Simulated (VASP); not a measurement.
Here is a VASP 6.6.1 calculation.

The input POSCAR:

```
InAs
1.0
    0.0000000000      3.0290000000      3.0290000000
    3.0290000000      0.0000000000      3.0290000000
    3.0290000000      3.0290000000      0.0000000000
In As
1 1
Direct
    0.0000000000      0.0000000000      0.0000000000
    0.2500000000      0.2500000000      0.2500000000
```

File INCAR.step1:

```
ALGO = Normal
EDIFF = 1E-5
ENCUT = 520
GGA = PE
GGA_COMPAT = False
ISIF = 2
ISMEAR = -1
LASPH = True
LCHARG = False
LNONCOLLINEAR = True
LORBIT = 11
LREAL = False
LSORBIT = True
LWAVE = True
MAGMOM = 0 0 0 0 0 0
NELM = 60
PREC = Accurate
SIGMA = 0.02
```

INCAR.step2

```
ALGO = Normal
EDIFF = 1E-6
ENCUT = 520
GGA_COMPAT = False
ISIF = 2
ISMEAR = -1
ISTART = 1
LASPH = True
LCHARG = False
LNONCOLLINEAR = True
LORBIT = 11
LREAL = False
LSORBIT = True
LWAVE = False
MAGMOM = 0 0 0 0 0 0
METAGGA = MBJ
NELM = 60
PREC = Accurate
SIGMA = 0.02
```

File KPOINTS:

```
k-points
0
Gamma
  8 8 8
```

The input KPOINTS_OPT:

```
path GXWKGLUWLK,UX
10
line-mode
reciprocal
 0.0000000000  0.0000000000  0.0000000000  G
 0.5000000000  0.0000000000  0.5000000000  X

 0.5000000000  0.0000000000  0.5000000000  X
 0.5000000000  0.2500000000  0.7500000000  W

 0.5000000000  0.2500000000  0.7500000000  W
 0.3750000000  0.3750000000  0.7500000000  K

 0.3750000000  0.3750000000  0.7500000000  K
 0.0000000000  0.0000000000  0.0000000000  G

 0.0000000000  0.0000000000  0.0000000000  G
 0.5000000000  0.5000000000  0.5000000000  L

 0.5000000000  0.5000000000  0.5000000000  L
 0.6250000000  0.2500000000  0.6250000000  U

 0.6250000000  0.2500000000  0.6250000000  U
 0.5000000000  0.2500000000  0.7500000000  W

 0.5000000000  0.2500000000  0.7500000000  W
 0.5000000000  0.5000000000  0.5000000000  L

 0.5000000000  0.5000000000  0.5000000000  L
 0.3750000000  0.3750000000  0.7500000000  K

 0.6250000000  0.2500000000  0.6250000000  U
 0.5000000000  0.0000000000  0.5000000000  X
```

Potentials or basis: VASP PAW PBE potentials, release 64 (In_d, As).

Command:

```console
$ cat potpaw_PBE.64/In_d/POTCAR potpaw_PBE.64/As/POTCAR > POTCAR
$ cp INCAR.step1 INCAR
$ mpirun -np 1 vasp_ncl > vasp.out
$ cp INCAR.step2 INCAR
$ mpirun -np 1 vasp_ncl > vasp.out
```

(1) Predict the net moment.

Answers

(1) 0.00 μB per cell.
